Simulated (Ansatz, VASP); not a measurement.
# PtS2: VASP beside Ansatz

```
Pt S
1.0
     3.45462    0.00000    0.00000
    -1.72731    2.99179    0.00000
     0.00000    0.00000    5.03880
Pt S
1 2
Direct
  0.00000 0.00000 0.00000
  0.33333 0.66667 0.25000
  0.66667 0.33333 0.75000
```

Change from the starting cell: strain -0.025 along x and y, +0.000 along z, atoms carried along.

Alike in both runs: task single point; functional PBEsol; k mesh 12 × 12 × 8; occupations gaussian, width 0.05 eV; no spin polarisation.

|  | VASP | Ansatz |
| --- | --- | --- |
| version | VASP 6.6.1 | Ansatz 0.2.0 |
| potentials or method | VASP PAW PBE potentials, release 64 (Pt, S) | scalar-relativistic, plane waves, PAW |
| plane-wave cutoff (eV) | 520 | 420 |
| valence electrons in the cell | 22 | 30 |

Ansatz gave:

| Item | Value |
| --- | --- |
| gap on the k mesh at the Fermi level (eV) | 0.62 |
| least direct gap on the mesh (eV) | 0.81 |
| pressure (GPa) | 6.0 |
| largest component of the traceless stress (GPa) | 4.93 |
| rms of the force components (eV/Å) | 0.015 |

Task: Estimate VASP's values.

Result: gap on the k mesh at the Fermi level (eV): 0.63; least direct gap on the mesh (eV): 0.83; pressure (GPa): 5.7; largest component of the traceless stress (GPa): 4.82; rms of the force components (eV/Å): 0.001.

Atom by atom the forces differ by 0.014 eV/Å (rms over components). With one functional, cell and mesh, what is left measures potentials, basis and numerics. The two sets of potentials don't hold the same shells in valence.

Caveats: the PAW data sets were made with another functional, which shifts forces and pressure a little (VASP); spin-orbit coupling is left out, which moves the levels of the heavy elements. A k mesh can miss the band edges.
